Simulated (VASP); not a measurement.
Method: PBEsol GGA, VASP's PBE PAW potentials (set 64) (plane waves; VASP 6.6.1).

A VASP calculation is set up with these files.

KPOINTS:
```
Automatic mesh
0
Gamma
7 7 7
0 0 0
```

### INCAR
```
# general
SYSTEM   =  CsBr
PREC     =  Accurate
ENCUT    =  500   # plane-wave cut-off (eV)
LREAL    =  .FALSE.
LASPH    =  .TRUE.   # aspherical one-centre terms

# electronic loop
EDIFF    =  1E-6   # SCF stop (eV)
NELM     =  100   # most electronic steps
ALGO     =  Normal   # blocked Davidson
LMAXMIX  =  4   # l cut-off of mixed one-centre charges

# smearing
ISMEAR   =  0
SIGMA    =  0.05

# functional
GGA      =  PS   # PBEsol

# ions
IBRION   =  2   # conjugate gradients
NSW      =  40   # most ionic steps
ISIF     =  3
EDIFFG   =  -0.02
PSTRESS  =  200   # kbar

# output
LWAVE    =  .FALSE.
LCHARG   =  .FALSE.
```

### POSCAR
```
CsBr
1
    3.6927835376    -0.0000000000     0.0000000000
    0.0000000000     3.6927835376    -0.0000000000
    0.0000000000     0.0000000000     3.6927835376
Cs Br
1 1
Direct
  0.0000000000   0.0000000000   0.0000000000
  0.5000000000   0.5000000000   0.5000000000
```

POTCAR, in this order: Cs_sv Br (PBE.64 set). Program: vasp_std.

Output

OSZICAR:
```
       N       E                     dE             d eps       ncg     rms          rms(c)
DAV:   1     0.922634136605E+02    0.92263E+02   -0.74153E+03   480   0.117E+03
DAV:   2     0.507719104734E-01   -0.92213E+02   -0.85320E+02   680   0.191E+02
DAV:   3    -0.545754853048E+01   -0.55083E+01   -0.54786E+01   612   0.522E+01
DAV:   4    -0.549694001070E+01   -0.39391E-01   -0.39378E-01   544   0.515E+00
DAV:   5    -0.549721875640E+01   -0.27875E-03   -0.27872E-03   592   0.410E-01    0.343E+00
DAV:   6    -0.530774484035E+01    0.18947E+00   -0.28247E-01   516   0.362E+00    0.180E+00
DAV:   7    -0.527718951668E+01    0.30555E-01   -0.15951E-01   592   0.260E+00    0.627E-01
DAV:   8    -0.527710437157E+01    0.85145E-04   -0.12349E-02   552   0.846E-01    0.707E-02
DAV:   9    -0.527693294335E+01    0.17143E-03   -0.44247E-04   584   0.181E-01    0.377E-02
DAV:  10    -0.527694326632E+01   -0.10323E-04   -0.17616E-04   568   0.846E-02    0.221E-02
DAV:  11    -0.527694051279E+01    0.27535E-05   -0.42872E-05   524   0.464E-02    0.554E-03
DAV:  12    -0.527693944532E+01    0.10675E-05   -0.29821E-06   540   0.149E-02    0.202E-03
DAV:  13    -0.527693939181E+01    0.53516E-07   -0.12717E-06   344   0.726E-03
   1 F= 0.10091560E+01 E0= 0.10091560E+01  d E =0.100916E+01
```

OUTCAR:
```
------------------------ aborting loop because EDIFF is reached ----------------------------------------
  FORCE on cell =-STRESS in cart. coord.  units (eV):
  Direction    XX          YY          ZZ          XY          YZ          ZX
  --------------------------------------------------------------------------------------
  Total        6.2744588      6.2744588      6.2744588      0.0000000      0.0000000      0.0000000
  in kB      199.6297691    199.6297691    199.6297691      0.0000000      0.0000000      0.0000000
  external PRESSURE =      -0.3702309 kB  Pullay stress =     200.0000000 kB
  volume of cell :       50.36
      direct lattice vectors                 reciprocal lattice vectors
     3.692783538  0.000000000  0.000000000     0.270798434  0.000000000  0.000000000
     0.000000000  3.692783538  0.000000000     0.000000000  0.270798434  0.000000000
     0.000000000  0.000000000  3.692783538     0.000000000  0.000000000  0.270798434
 POSITION                                       TOTAL-FORCE (eV/Angst)
 -----------------------------------------------------------------------------------
      0.00000      0.00000      0.00000         0.000000      0.000000      0.000000
      1.84639      1.84639      1.84639         0.000000      0.000000      0.000000
 -----------------------------------------------------------------------------------
    total drift:                                0.000000      0.000000      0.000000
  FREE ENERGIE OF THE ION-ELECTRON SYSTEM (eV)
  ---------------------------------------------------
  free  energy   TOTEN  =        -5.2769393918 eV

  energy  without entropy=       -5.2769393918  energy(sigma->0) =       -5.27693939
  enthalpy is  TOTEN    =         1.0091559896 eV   P V=        6.2860953814

 reached required accuracy - stopping structural energy minimisation
```
(Selected blocks of OUTCAR.)

The compound is CsBr in the CsCl type structure. It was relaxed first under an external pressure of 20 GPa.
